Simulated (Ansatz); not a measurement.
**zincblende-structured CaSe**

Level of theory: DFT, r²SCAN, scalar-relativistic, no spin polarisation; plane waves to 500 eV with PAW datasets (Ansatz 0.2.0), 6×6×6 k-mesh, Gaussian smearing of 0.05 eV. The datasets are Ansatz's generated set soft_2.

Space group F-43m (No. 216). a = 6.559 Å, b = 6.559 Å, c = 6.559 Å, α = 90.00°, β = 90.00°, γ = 90.00°
| atom | site | symmetry | x | y | z |
| --- | --- | --- | --- | --- | --- |
| Ca | 4a | -43m | 0.0000 | 0.0000 | 0.0000 |
| Se | 4d | -43m | 0.2500 | 0.2500 | 0.7500 |

This is a trial structure: the heavier alkaline earths' oxides and chalcogenides take the rock-salt structure.

The cell above was scaled in volume, its shape and atoms being fixed by the lattice's symmetry. Energies are counted from the cell above.

```csv
V (Å³/atom),ΔE (meV/atom),P from the stress (GPa)
33.861,6.63,1.56
34.566,1.60,0.74
35.272,0.00,0.00
35.977,1.51,-0.67
36.682,5.82,-1.28
37.741,16.99,-2.08
```

Problem. Do the energies and the pressures agree? Compare −ΔE/ΔV between neighbouring points (1 meV/Å³ = 0.1602 GPa) with the mean of their pressures.

Solution. 
```json
{"interval (Å³/atom)": "33.86 to 34.57", "−ΔE/ΔV (GPa)": "1.1", "mean P (GPa)": "1.1"}
{"interval (Å³/atom)": "34.57 to 35.27", "−ΔE/ΔV (GPa)": "0.4", "mean P (GPa)": "0.4"}
{"interval (Å³/atom)": "35.27 to 35.98", "−ΔE/ΔV (GPa)": "-0.3", "mean P (GPa)": "-0.3"}
{"interval (Å³/atom)": "35.98 to 36.68", "−ΔE/ΔV (GPa)": "-1.0", "mean P (GPa)": "-1.0"}
{"interval (Å³/atom)": "36.68 to 37.74", "−ΔE/ΔV (GPa)": "-1.7", "mean P (GPa)": "-1.7"}
```
They differ by 0.01 GPa at most.

Problem. What do the two routes give for V0, B0 and B0′?

Solution. A third-order Birch–Murnaghan fit of the energies: V0 = 35.27 Å³/atom, B0 = 35 GPa, B0′ = 4.0. A polynomial of P in ln V, with B = −dP/d ln V at P = 0: V0 = 35.27 Å³/atom, B0 = 35 GPa, B0′ = 4.0.

B0·V0 = 35.2 GPa × 35.27 Å³ = 7.76 eV/atom sets the scale: near the minimum ΔE ≈ ½ B0 V0 x², with x = V/V0 − 1, and a pressure of 0.4 GPa squeezes the volume by about 1 %. At the ends of the curve: x = −4.0 % predicts 6.2 meV/atom and the run gives 6.6; x = +7.0 % predicts 19.0 meV/atom and the run gives 17.0. The lopsidedness is anharmonic: atoms resist being pushed together more than being pulled apart.

